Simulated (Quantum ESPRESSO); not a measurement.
**Te2Mo in Quantum ESPRESSO: the effect of functional**

Te2Mo:

```
Mo Te
1.0
     4.02013    0.00000    0.00000
    -2.01007    3.48154    0.00000
     0.00000    0.00000    6.48531
Mo Te
1 2
Direct
  0.00000 0.00000 0.00000
  0.33333 0.66667 0.25200
  0.66667 0.33333 0.74800
```

Measurements of this composition are mostly on another form, of space group No. 31.

Alike in all runs:

* Program: Quantum ESPRESSO 7.5
* Task: single point
* Potentials or basis: PseudoDojo 0.4 SR PBEsol stringent
* Cutoff: 1225 eV
* Density cutoff: 4898 eV
* k mesh: 5 × 5 × 3
* Occupations: gaussian, width 0.05 eV
* Spin: collinear spin, ferromagnetic start
* Starting moments: [2.0, 0.0, 0.0] μB
* Hubbard terms: Mo d U = 3 eV

| functional | pressure (GPa) | largest force (eV/Å) |
| --- | --- | --- |
| LDA | -6.6 | 0.49 |
| PBEsol | -4.7 | 0.29 |
| PBE | -1.7 | 0.09 |
| revPBE | -0.3 | 0.01 |
| RPBE | 0.1 | 0.02 |
| PW91 | ? | ? |

**Question.** What does the run with functional PW91 give?

**Answer.** Pressure -1.7 GPa; largest force 0.08 eV/Å.

Caveats: all runs use coarse meshes; the U is typed as a test and isn't derived for this compound; the potentials were made for another functional, which shifts forces and pressure (some runs); this functional lacks dispersion, which binds the layers, so the pressure and a relaxed spacing across them are unreliable (some runs).
